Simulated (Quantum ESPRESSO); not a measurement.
**MgSi: equation of state with LDA**

MgSi:

```xyz
2
Lattice="2.9084 0.0000 0.0000 0.0000 2.9084 0.0000 0.0000 0.0000 4.1034" Properties=species:S:1:pos:R:3 pbc="T T T"
Si    1.4542    1.4542    2.0517
Mg    0.0000    0.0000    0.0000
```

The cell comes from a database or a generator and needn't be the stable form of this composition.

| Item | Value |
| --- | --- |
| Program | Quantum ESPRESSO 7.5 |
| Task | equation of state |
| Functional | LDA |
| Potentials or basis | GBRV 1.5 LDA |
| Cutoff | 612 eV |
| Density cutoff | 4898 eV |
| k mesh | 9 × 9 × 7 |
| Occupations | fermi-dirac, width 0.05 eV |
| Spin | no spin polarisation |

| Item | Value |
| --- | --- |
| Equilibrium volume | 16.48 Å³/atom |
| Bulk modulus at fixed shape and positions | 69 GPa |
| Pressure derivative of the bulk modulus | 4.2 |

Energy against volume, from the lowest point:
```
volume (Å³/atom)  energy (meV/atom)
          16.314               0.00
          16.661               0.07
          17.008               3.12
          17.355               8.84
          17.702              16.97
          18.049              27.28
          18.396              39.48
```

All runs of the series together: 53 s on 2 threads of Arm Neoverse V2 (shared host).

Caveat: the cell was scaled at fixed shape and fractional positions, which overstates the stiffness of a crystal with free parameters, most of all of layers and chains.
